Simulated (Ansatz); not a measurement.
## Cu: frozen-core PAW against all-electron methods

```yaml
crystal:
  lattice:
    - [0.00000, 1.80750, 1.82557]
    - [1.80750, 0.00000, 1.82557]
    - [1.80750, 1.80750, 0.00000]
  atoms:
    - { symbol: Cu, position: [0.00000, 0.00000, 0.00000] }
```

The cell is COD entry 5000216, as deposited and not checked against the literature; nothing was relaxed. The listed cell was then made from it by scaling, straining or moving an atom.

Levels of theory: DFT, PBE, PAW with Ansatz's default frozen-core files, scalar-relativistic (Ansatz 0.2.0); DFT, PBE, all-electron PAW with datasets made for the crystal, scalar-relativistic (Ansatz 0.2.0); DFT, PBE, all-electron LAPW, scalar-relativistic (Ansatz 0.2.0).

For PAW: a Γ-centred 19×19×19 k mesh, Fermi–Dirac smearing of 0.08 eV, cutoff 420 eV, no spin polarisation. The crystal-made all-electron datasets (AE datasets) take a cutoff of 300 eV at this cell. LAPW targets a basis error of 0.25 meV/atom. The Ansatz runs share mesh, smearing and spin set-up. Plane-wave (PAW) pressures include the program's estimate of the Pulay term.

Stress and pressure are positive in compression.

```tsv
quantity	PAW	AE datasets	LAPW
pressure (GPa)	0.27	0.25	0.24
stress xx (GPa)	0.43	0.40	0.40
stress zz (GPa)	-0.04	-0.07	-0.07
```

PAW's pressure differs from the LAPW value by +0.03 GPa. Datasets made for the crystal and LAPW share parts of one code, so their agreement isn't an independent check.
